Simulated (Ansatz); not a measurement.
# PbI2, one cell by several methods

```xyz
3
Lattice="4.5550 0.0000 0.0000 -2.2775 3.9447 0.0000 0.0000 0.0000 6.9770" Properties=species:S:1:pos:R:3 pbc="T T T"
Pb    0.0000    0.0000    0.0000
I     0.0000    2.6298    1.8489
I     2.2775    1.3149    5.1281
```

Atoms are numbered in the order listed.

The cell is COD entry 9009114, as deposited and not checked against the literature; nothing was relaxed.

No spin–orbit coupling, which matters for the heavy atoms here.

All numbers are computed: DFT, PBE, PAW with Ansatz's default frozen-core files, scalar-relativistic (Ansatz 0.2.0); DFT, PBE, all-electron PAW with datasets made for the crystal, scalar-relativistic (Ansatz 0.2.0); DFT, PBE, all-electron LAPW, scalar-relativistic (Ansatz 0.2.0).

For PAW: a Γ-centred 8×8×5 k mesh, Fermi–Dirac smearing of 0.02 eV, cutoff 420 eV, no spin polarisation. The crystal-made all-electron datasets (AE datasets) take a cutoff of 240 eV at this cell. LAPW targets a basis error of 1 meV/atom. The Ansatz runs share mesh, smearing and spin set-up. Plane-wave (PAW) pressures include the program's estimate of the Pulay term.

Stress and pressure are positive in compression.

Levels count from the top of the valence band.

```json
{"quantity": "pressure (GPa)", "PAW": "1.83", "AE datasets": "1.84", "LAPW": "1.84"}
{"quantity": "stress xx (GPa)", "PAW": "1.81", "AE datasets": "1.81", "LAPW": "1.81"}
{"quantity": "stress zz (GPa)", "PAW": "1.88", "AE datasets": "1.89", "LAPW": "1.89"}
{"quantity": "force on I2, z (eV/Å)", "PAW": "0.172", "AE datasets": "0.173", "LAPW": "0.173"}
{"quantity": "band gap (eV)", "PAW": "2.216", "AE datasets": "2.215", "LAPW": "2.215"}
{"quantity": "highest filled level at K (eV)", "PAW": "-0.697", "AE datasets": "-0.697", "LAPW": "-0.697"}
{"quantity": "lowest empty level at K (eV)", "PAW": "4.312", "AE datasets": "4.311", "LAPW": "4.311"}
{"quantity": "highest filled level at A (eV)", "PAW": "0.000", "AE datasets": "0.000", "LAPW": "0.000"}
{"quantity": "lowest empty level at A (eV)", "PAW": "2.216", "AE datasets": "2.215", "LAPW": "2.215"}
```

PAW's pressure differs from the LAPW value by about 0.01 GPa or less.
